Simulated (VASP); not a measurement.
# Si (I4_1/amd) in VASP: single point with r2SCAN

Aim: the single point of Si with r2SCAN.

Everything below comes from runs of VASP 6.6.1. Logs are shortened: lines on timing, memory, paths and dates and some standing lists are left out, and cuts for length are marked.

## 1. Starting point

It takes space group I4_1/amd (No. 141, tetragonal). Conventional cell: a = 3.844 Å, b = 3.844 Å, c = 5.420 Å, α = 90.00°, β = 90.00°, γ = 90.00°. Around Si (site symmetry -4m2) lie 4 Si at 2.35 Å.

## 2. Single point, r2SCAN, non-collinear spin, zero start, spin-orbit coupling

INCAR reads:

```
  ALGO = Normal
  EDIFF = 1E-7
  ENCUT = 520
  GGA_COMPAT = False
  ISIF = 2
  ISMEAR = 0
  LASPH = True
  LCHARG = False
  LMIXTAU = True
  LNONCOLLINEAR = True
  LORBIT = 11
  LREAL = False
  LSORBIT = True
  LWAVE = False
  MAGMOM = 0 0 0 0 0 0
  METAGGA = R2SCAN
  NBANDS = 20
  NELM = 80
  PREC = Accurate
  SIGMA = 0.02
```

KPOINTS reads:

```
k-points
0
Gamma
  8 8 8
```

POSCAR reads:

```
Si
1.0
    0.0000000000      2.7182155000      2.7100690000
    2.7182155000      0.0000000000      2.7100690000
    2.7182155000      2.7182155000      0.0000000000
Si
2
Direct
    0.0000000000      0.0000000000      0.0000000000
    0.2500000000      0.2500000000      0.2500000000
```

Potentials or basis: VASP PAW PBE potentials, release 64 (Si).

Started as:

```
$ cat potpaw_PBE.64/Si/POTCAR > POTCAR
$ mpirun -np 1 vasp_ncl > vasp.out
```

OUTCAR:

```text
EDIFF = 1E-7
   ENCUT = 520
   ISIF = 2
   ISMEAR = 0
   LASPH = True
   LNONCOLLINEAR = True
   LORBIT = 11
   LREAL = False
   LSORBIT = True
   METAGGA = R2SCAN
   NELM = 80
   PREC = Accurate

 ion  position               nearest neighbor table
   1  0.000  0.000  0.000-   2 2.35   2 2.35   2 2.35   2 2.35
   2  0.250  0.250  0.250-   1 2.35   1 2.35   1 2.35   1 2.35

  LATTYP: Found a body centered tetragonal cell.
 ALAT       =     3.8441372256
 C/A-ratio  =     1.4099751601

  Lattice vectors:

 A1 = (   0.0000000000,  -2.7182155000,  -2.7100690000)
 A2 = (   0.0000000000,   2.7182155000,  -2.7100690000)
 A3 = (   2.7182155000,   0.0000000000,   2.7100690000)

Analysis of symmetry for initial positions (statically):
=====================================================================
 Subroutine PRICEL returns:
 Original cell was already a primitive cell.

 Routine SETGRP: Setting up the symmetry group for a
 body centered tetragonal supercell.

 Subroutine GETGRP returns: Found 16 space group operations
 (whereof  8 operations were pure point group operations)
 out of a pool of 16 trial point group operations.

The static configuration has the point symmetry D_2d.
 The point group associated with its full space group is D_4h.

Analysis of symmetry for dynamics (positions and initial velocities):
=====================================================================
 Subroutine PRICEL returns:
 Original cell was already a primitive cell.

 Routine SETGRP: Setting up the symmetry group for a
 body centered tetragonal supercell.

 Subroutine GETGRP returns: Found 16 space group operations
 (whereof  8 operations were pure point group operations)
 out of a pool of 16 trial point group operations.

The dynamic configuration has the point symmetry D_2d.
 The point group associated with its full space group is D_4h.

Analysis of structural, dynamic, and magnetic symmetry:
=====================================================================
 Subroutine PRICEL returns:
 Original cell was already a primitive cell.

 Routine SETGRP: Setting up the symmetry group for a
 body centered tetragonal supercell.

 Subroutine GETGRP returns: Found 16 space group operations
 (whereof  8 operations were pure point group operations)
 out of a pool of 16 trial point group operations.

The overall configuration has the point symmetry D_2d.
 The point group associated with its full space group is D_4h.

 Subroutine INISYM returns: Found 16 space group operations
 (whereof  8 operations are pure point group operations),
 and found     1 'primitive' translations

----------------------------------------------------------------------------------------

                                     Primitive cell

  volume of cell :      40.0477

  direct lattice vectors                    reciprocal lattice vectors
     0.000000000  2.718215500  2.710069000    -0.183944209  0.183944209  0.184497147
     2.718215500  0.000000000  2.710069000     0.183944209 -0.183944209  0.184497147
     2.718215500  2.718215500  0.000000000     0.183944209  0.183944209 -0.184497147

  length of vectors
     3.838381103  3.838381103  3.844137226     0.318920274  0.318920274  0.318920274

  position of ions in fractional coordinates (direct lattice)
     0.000000000  0.000000000  0.000000000
     0.250000000  0.250000000  0.250000000

  ion indices of the primitive-cell ions
   primitive index   ion index
                 1           1
                 2           2

----------------------------------------------------------------------------------------

 KPOINTS: k-points

Automatic generation of k-mesh.
 Grid dimensions read from file:
 generate k-points for:    8    8    8

 Generating k-lattice:

  Cartesian coordinates                     Fractional coordinates (reciprocal lattice)
    -0.022993026  0.022993026  0.023062143     0.125000000  0.000000000  0.000000000
     0.022993026 -0.022993026  0.023062143     0.000000000  0.125000000  0.000000000
     0.022993026  0.022993026 -0.023062143     0.000000000  0.000000000  0.125000000

  Length of vectors
     0.039865034  0.039865034  0.039865034

  Shift w.r.t. Gamma in fractional coordinates (k-lattice)
     0.000000000  0.000000000  0.000000000

 Subroutine IBZKPT returns following result:
 ===========================================

 Found     59 irreducible k-points:

 Following reciprocal coordinates:
            Coordinates               Weight
  0.000000  0.000000  0.000000      1.000000
  0.125000 -0.000000  0.000000      8.000000
  0.250000 -0.000000  0.000000      8.000000
  0.375000  0.000000  0.000000      8.000000
  0.500000 -0.000000  0.000000      4.000000
  0.125000  0.125000  0.000000      2.000000
[... 16 lines left out ...]
  0.250000 -0.000000  0.125000     16.000000
  0.375000  0.000000  0.125000     16.000000
 [... further k-points ...]
   k-points           NKPTS =     59   k-points in BZ     NKDIM =     59   number of bands    NBANDS=     20
   number of dos      NEDOS =    301   number of ions     NIONS =      2
   total plane-waves  NPLWV =  27000
   dimension x,y,z NGX =    30 NGY =   30 NGZ =   30
   dimension x,y,z NGXF=    60 NGYF=   60 NGZF=   60
   ions per type =               2
   NGX,Y,Z   is equivalent  to a cutoff of  12.99, 12.99, 12.97 a.u.
   NGXF,Y,Z  is equivalent  to a cutoff of  25.99, 25.99, 25.95 a.u.
 SYSTEM =  unknown system
   PREC   = accura    normal or accurate (medium, high low for compatibility)
   ISTART =      0    job   : 0-new  1-cont  2-samecut
   ICHARG =      2    charge: 1-file 2-atom 10-const
   ISPIN  =      1    spin polarized calculation?
   LNONCOLLINEAR =      T non collinear calculations
   LSORBIT =      T    spin-orbit coupling
   LASPH  =      T    aspherical Exc in radial PAW
   ENCUT  =  520.0 eV  38.22 Ry    6.18 a.u.   7.14  7.14  7.15*2*pi/ulx,y,z
   NELM   =     80;   NELMIN=  2; NELMDL= -5     # of ELM steps
   EDIFF  = 0.1E-06   stopping-criterion for ELM
   LREAL  =      F    real-space projection
   EDIFFG = 0.1E-05   stopping-criterion for IOM
   NSW    =      0    number of steps for IOM
   IBRION =     -1    ionic relax: 0-MD 1-quasi-New 2-CG
   NFREE  =      0    steps in history (QN), initial steepest desc. (CG)
   ISIF   =      2    stress and relaxation
   ISYM   =      2    0-nonsym 1-usesym 2-fastsym
   POTIM  = 0.5000    time-step for ionic-motion
   TEBEG  =    0.0;   TEEND  =   0.0 temperature during run
   PSTRESS=    0.0 pullay stress
   NELECT =       8.0000    total number of electrons
   NUPDOWN=      -1.0000    fix difference up-down
   EMIN   =  10.00;   EMAX   =-10.00  energy-range for DOS
   EFERMI =   0.00;   METHOD = LEGACY
   ISMEAR =     0;   SIGMA  =   0.02  broadening in eV -4-tet -1-fermi 0-gaus
   EFERMI_NEDOS =   21; number of points for ismear=-14 and -15
   IALGO  =     38    algorithm
   IMIX   =      4    mixing-type and parameters
     AMIX     =   0.40;   BMIX     =  1.00
     AMIX_MAG =   1.60;   BMIX_MAG =  1.00
  volume/ion in A,a.u.               =      20.02       135.13
  Fermi-wavevector in a.u.,A,eV,Ry     =   0.957000  1.808469 12.460893  0.915850
  Thomas-Fermi vector in A             =   2.085979
   LORBIT       =     11    0 simple, 1 ext, 2 COOP (PROOUT), +10 PAW based schemes
   METAGGA = R2SCAN    functional components
   LHFCALC =     F    Hartree Fock is set to
   AEXX    =    0.0000 exact exchange contribution
   IVDW    =     0    specifies the selected vdW correction
   LEPSILON=     F    determine dielectric tensor
   LRPA    =     F    only Hartree local field effects (RPA)
 Gauss-broadening in eV      SIGMA  =   0.02
  energy-cutoff  :      520.00
  volume of cell :       40.05
 maximum number of plane-waves:      2196
 NGX is ok and might be reduce to    30
   NGX = 15   NGY = 15   NGZ = 15

 number of electron       8.0000000 magnetization       0.0000000     -0.0000000      0.0000000

 number of electron       8.0000000 magnetization       0.0000000      0.0000000      0.0000000

 number of electron       8.0000000 magnetization       0.0000000     -0.0000000     -0.0000000

 Free energy of the ion-electron system (eV)
  ---------------------------------------------------
  ext. energy  EPLUGINS =         0.00000000
  ---------------------------------------------------
  free energy    TOTEN  =       -17.54713945 eV

  energy without entropy =      -17.54713945  energy(sigma->0) =      -17.54713945

 E-fermi :   5.8562     XC(G=0):  -9.8539

 val. band max:        5.7623834827   @ k =   0.0000   0.0000   0.0000
 cond. band min:       6.5324689327   @ k =   0.3750   0.3750   0.0000
 fundamental gap:      0.7700854500
 Fermi energy:         5.8561552992

 k-point     1 :       0.0000    0.0000    0.0000
  band No.  band energies     occupation
      1      -6.7879      1.00000
      2      -6.7879      1.00000
      3       5.7042      1.00000
      4       5.7042      1.00000
      5       5.7454      1.00000
      6       5.7454      1.00000
[... 12 lines left out ...]
     19      13.8915      0.00000
[... 513 lines left out ...]
      4       0.2432      1.00000
      5       3.8325      1.00000
      6       3.8325      1.00000
[... 12 lines left out ...]
     19      15.7536      0.00000
     20      15.7536      0.00000

 [... further k-points ...]

------------------------ aborting loop because EDIFF is reached ----------------------------------------

  FORCE on cell =-STRESS in cart. coord.  units (eV):
  Direction    XX          YY          ZZ          XY          YZ          ZX
  --------------------------------------------------------------------------------------
  -------------------------------------------------------------------------------------
  Total        0.0963286      0.0963286      0.1763547      0.0000000      0.0000000      0.0000000
  in kB        3.8537879      3.8537879      7.0553635      0.0000000      0.0000000      0.0000000
  external PRESSURE =       4.9209798 kB  Pullay stress =       0.0000000 kB

 VOLUME and BASIS-vectors are now :
 -----------------------------------------------------------------------------
  energy-cutoff  :      520.00
  volume of cell :       40.05
      direct lattice vectors                 reciprocal lattice vectors
     0.000000000  2.718215500  2.710069000    -0.183944209  0.183944209  0.184497147
     2.718215500  0.000000000  2.710069000     0.183944209 -0.183944209  0.184497147
     2.718215500  2.718215500  0.000000000     0.183944209  0.183944209 -0.184497147

 POSITION                                       TOTAL-FORCE (eV/Angst)
 -----------------------------------------------------------------------------------
      0.00000      0.00000      0.00000         0.000000      0.000000     -0.000000
      1.35911      1.35911      1.35503        -0.000000     -0.000000      0.000000
 -----------------------------------------------------------------------------------
    total drift:                                0.000000     -0.000000     -0.000000

  FREE ENERGIE OF THE ION-ELECTRON SYSTEM (eV)
  ---------------------------------------------------
  free  energy   TOTEN  =       -17.5471394463 eV

  energy  without entropy=      -17.5471394463  energy(sigma->0) =      -17.54713945

 Spin-Orbit-Coupling matrix elements

 Ion:    1  E_soc:     -0.0003075
 l=   1
     0.0000000    -0.0000513    -0.0000512
    -0.0000513     0.0000000    -0.0000513
    -0.0000512    -0.0000513     0.0000000
 l=   2
     0.0000000     0.0000000     0.0000000     0.0000000     0.0000000
     0.0000000     0.0000000     0.0000000     0.0000000     0.0000000
     0.0000000     0.0000000     0.0000000     0.0000000     0.0000000
     0.0000000     0.0000000     0.0000000     0.0000000     0.0000000
     0.0000000     0.0000000     0.0000000     0.0000000     0.0000000
 l=   3
     0.0000000     0.0000000     0.0000000     0.0000000     0.0000000     0.0000000     0.0000000
     0.0000000     0.0000000     0.0000000     0.0000000     0.0000000     0.0000000     0.0000000
     0.0000000     0.0000000     0.0000000     0.0000000     0.0000000     0.0000000     0.0000000
     0.0000000     0.0000000     0.0000000     0.0000000     0.0000000     0.0000000     0.0000000
     0.0000000     0.0000000     0.0000000     0.0000000     0.0000000     0.0000000     0.0000000
     0.0000000     0.0000000     0.0000000     0.0000000     0.0000000     0.0000000     0.0000000
     0.0000000     0.0000000     0.0000000     0.0000000     0.0000000     0.0000000     0.0000000

 Ion:    2  E_soc:     -0.0003075
 l=   1
     0.0000000    -0.0000513    -0.0000512
    -0.0000513     0.0000000    -0.0000513
    -0.0000512    -0.0000513     0.0000000
 l=   2
     0.0000000     0.0000000     0.0000000     0.0000000     0.0000000
     0.0000000     0.0000000     0.0000000     0.0000000     0.0000000
     0.0000000     0.0000000     0.0000000     0.0000000     0.0000000
     0.0000000     0.0000000     0.0000000     0.0000000     0.0000000
     0.0000000     0.0000000     0.0000000     0.0000000     0.0000000
 l=   3
     0.0000000     0.0000000     0.0000000     0.0000000     0.0000000     0.0000000     0.0000000
     0.0000000     0.0000000     0.0000000     0.0000000     0.0000000     0.0000000     0.0000000
     0.0000000     0.0000000     0.0000000     0.0000000     0.0000000     0.0000000     0.0000000
     0.0000000     0.0000000     0.0000000     0.0000000     0.0000000     0.0000000     0.0000000
     0.0000000     0.0000000     0.0000000     0.0000000     0.0000000     0.0000000     0.0000000
     0.0000000     0.0000000     0.0000000     0.0000000     0.0000000     0.0000000     0.0000000
     0.0000000     0.0000000     0.0000000     0.0000000     0.0000000     0.0000000     0.0000000

 total charge

# of ion       s       p       d       tot
------------------------------------------
    1        0.745   0.966   0.000   1.710
    2        0.745   0.966   0.000   1.710
--------------------------------------------------
tot          1.490   1.931   0.000   3.421

 magnetization (x)

# of ion       s       p       d       tot
------------------------------------------
    1       -0.000  -0.000   0.000  -0.000
    2        0.000   0.000   0.000   0.000
--------------------------------------------------
tot         -0.000   0.000   0.000  -0.000

 magnetization (y)

# of ion       s       p       d       tot
------------------------------------------
    1        0.000  -0.000   0.000  -0.000
    2        0.000   0.000   0.000   0.000
--------------------------------------------------
tot          0.000  -0.000   0.000  -0.000

 magnetization (z)

# of ion       s       p       d       tot
------------------------------------------
    1        0.000  -0.000   0.000  -0.000
    2        0.000  -0.000   0.000   0.000
--------------------------------------------------
tot          0.000  -0.000   0.000  -0.000
```

Run time: 12 min. Hardware: 1 thread of Intel Xeon Platinum 8259CL at 2.50GHz (Skylake/Cascade Lake), shared host; peak memory 0.34 GiB.

What came out:

* Free energy: -17.5471 eV
* Pressure: 0.5 GPa
* Net moment: 0.00 μB per cell
* Valence electrons inside the program's atomic spheres: Si 1.71

Stress tensor (GPa, compression positive):
```
0.39 0.00 0.00
0.00 0.39 0.00
0.00 0.00 0.71
```

Moments on the atoms (μB; x, y, z):
```
Si  0.00 0.00 0.00
Si  0.00 0.00 0.00
```

Caveat: the PAW data sets were made with another functional, which shifts forces and pressure a little.
